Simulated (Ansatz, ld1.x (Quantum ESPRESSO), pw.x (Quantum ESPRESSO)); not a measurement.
# From atom to crystal: RRKJ potential for Hf (Z = 72)

```
Element                 : hafnium
Generator               : ld1.x (Quantum ESPRESSO) 7.5
Type                    : norm-conserving RRKJ (Kleinman–Bylander form)
Functional              : PBE
Relativity              : scalar-relativistic
Frozen core             : [Xe] 4f14
Valence charge          : 4
Reference configuration : 5d2 6s2 6p0
Partial waves           : 6p (bound, empty): rc 3.10 bohr; 5d (bound): rc 3.00 bohr; 6s (bound): rc 2.15 bohr
Local potential         : the s channel
Core correction         : Bessel-smoothed model core inside 1.25 bohr
rho0                    : 0.001
```

Atomic tests: cutoffs needed: 18 Ry and 35 Ry (the cutoffs (Ry, on a coarse ladder) from which the occupation-weighted sum of valence levels, in a spherical-Bessel basis at the reference potential, stays within 10 and 1 mRy of its value at 400 Ry); ghost test: no extra level below or beside the all-electron valence levels (p, d, s, f tested) (spherical-Bessel basis up to 400 Ry, 20 bohr box); largest excitation error: -285 meV (all-electron minus pseudo) for 5d1 6s0 6p0, out of 7 test configurations.

Crystal test: bcc Hf in pw.x 7.5, no spin, 13³ k-points, Fermi–Dirac smearing 0.01 Ry, cutoffs 50/200 Ry. The reference is all-electron LAPW (Ansatz 0.2.0) with the same functional, mesh and smearing; V0 and B0 come from Birch–Murnaghan fits to the pressures at five volumes. Errors are pseudo minus all-electron; Δ is the rms difference of the E(V) curves that follow from these fits, minima aligned, over ±6 % about the mean V0. Mesh and smearing are coarse, so the numbers serve the comparison and aren't converged zero-temperature values; the lattice is a test structure that the element need not adopt.

All-electron: a0 = 3.553 Å (V0 = 22.42 Å³/atom), B0 = 98.4 GPa.

**Question.** How far does the potential miss the all-electron equation of state?

**Answer.** mean pressure error (GPa): +0.22; a0 (Å): 3.555; a0 error (%): +0.07; B0 error (%): +3.2; Δ (meV/atom): 1.1. The largest radius (3.10 bohr) exceeds half the bond length (2.90 bohr), so the spheres overlap, which is one possible source of error among others.

| V (Å³/atom) | P all-electron (GPa) | P pseudo (GPa) |
| --- | --- | --- |
| 21.255 | 5.72 | 6.15 |
| 21.815 | 2.83 | 3.14 |
| 22.374 | 0.21 | 0.43 |
| 22.933 | -2.14 | -2.02 |
| 23.493 | -4.26 | -4.21 |

**Question.** At the middle volume, how do free energy and pressure move when the wave cutoff is lowered (ecutrho kept at four times it)?

**Answer.**

| cutoff (Ry) | shift of F (meV/atom) | shift of P (GPa) |
| --- | --- | --- |
| 22 | +31.1 | -0.06 |
| 30 | +6.7 | -0.06 |
| 40 | +4.4 | +0.01 |

The run at the middle volume (84 k-points, 8 iterations) took about 7.5 s on one core of a shared host (Neoverse-V2, 96 threads, 742 GiB, load 20).
